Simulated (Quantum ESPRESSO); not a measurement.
Wanted: an ASE script for a Quantum ESPRESSO 7.5 run.

```yaml
Task: single point
Functional: PBEsol
Potentials_or_basis: GBRV 1.5 PBEsol
Cutoff: 612 eV
Density_cutoff: 4898 eV
k_mesh: 9 × 9 × 5
Occupations: fermi-dirac, width 0.05 eV
Spin: no spin polarisation
Mixing_beta: 0.5
Most_SCF_iterations: 120
SCF_threshold: 4e-10 Ry
```

Crystal: Pb.

```
Pb
1.0
     3.48000    0.00000    0.00000
    -1.74000    3.01377    0.00000
     0.00000    0.00000    5.59000
Pb
2
Cartesian
  1.7400 1.0046 4.1925
  0.0000 2.0092 1.3975
```

This isn't the form of Pb at room conditions, which is fcc.

One way to write it, as run:

run.py

```python
import numpy as np
from ase.calculators.espresso import Espresso, EspressoProfile
from ase import Atoms

atoms = Atoms(['Pb', 'Pb'],
              cell=[[3.48, 0.0, 0.0], [-1.74, 3.0137684052, 0.0], [0.0, 0.0, 5.59]],
              scaled_positions=[[0.6666666667, 0.3333333333, 0.75], [0.3333333333, 0.6666666667, 0.25]],
              pbc=True)

input_data = {
    'control': {'calculation': 'scf', 'prefix': 'pwscf', 'outdir': './tmp', 'tprnfor': True, 'tstress': True, 'disk_io': 'nowf'},
    'system': {'ecutwfc': 45.0, 'ecutrho': 360.0, 'nbnd': 21, 'occupations': 'smearing', 'smearing': 'fd', 'degauss': 0.00367493},
    'electrons': {'conv_thr': 4e-10, 'electron_maxstep': 120, 'mixing_beta': 0.5},
}
pseudopotentials = {'Pb': 'pb_pbesol_v1.uspp.F.UPF'}
profile = EspressoProfile(command='mpirun -n 2 pw.x -nk 2', pseudo_dir='pseudo')
dft = Espresso(profile=profile, input_data=input_data, pseudopotentials=pseudopotentials, kpts=(9, 9, 5), koffset=(0, 0, 0))
atoms.calc = dft

print(f'energy {atoms.get_potential_energy():.8f} eV')
print('forces (eV/A)')
print(np.round(atoms.get_forces(), 6))
print('stress (eV/A^3, Voigt)')
print(np.round(atoms.get_stress(), 8))
print(f'Fermi level {dft.get_fermi_level():.4f} eV')
```

Potentials or basis: GBRV 1.5 PBEsol.

Launch:

```bash
$ OMP_NUM_THREADS=1 python run.py
```

It gave:

```
Pressure               : 0.8 GPa
Band gap on the k mesh : none (metal or under the smearing width)
```

It took 13 s on 2 MPI ranks on Arm Neoverse V2 (shared host), peak memory 0.28 GiB a rank.
